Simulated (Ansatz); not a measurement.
## Zone-centre modes in AlGa3N4

Theory: Ansatz 0.2.0, DFT r2SCAN, scalar-relativistic, plane waves, PAW. Cutoff 500 eV, Γ-centred 6×8×4 k-points, Gaussian smearing of 0.05 eV. No spin polarisation.

Reference structure (relaxed at this level; it needn't be the usual structure):

```
CELL_PARAMETERS angstrom
5.13892 0.00000 0.00002
0.00000 3.16341 0.00000
-0.00369 0.00000 5.47699
ATOMIC_POSITIONS crystal
Al 0.00058 0.50000 0.66730
Ga 0.49917 0.50000 0.33506
Ga 0.49925 0.00000 0.83146
Ga 0.99986 0.00000 0.16619
N 0.11941 0.50000 0.34060
N 0.11733 0.00000 0.82593
N 0.62024 0.00000 0.16619
N 0.63175 0.50000 0.66727
```

Harmonic modes by finite displacements of 0.02 Å, without the LO–TO term.

Q: At this geometry, is the structure stable against these modes?

A: Yes: no mode is imaginary beyond 10 cm⁻¹, and only the three translations lie near zero.

Q: List the wavenumbers in cm⁻¹.

A: 0, 0, 0, 144, 158, 163, 199, 252, 264, 318, 404, 413, 558, 566, 567, 567, 588, 606, 630, 656, 658, 699, 709, 716.

Cost: 1 run of about 8.8 core-minutes, on AMD EPYC 9R45 (Zen 5) (shared hosts).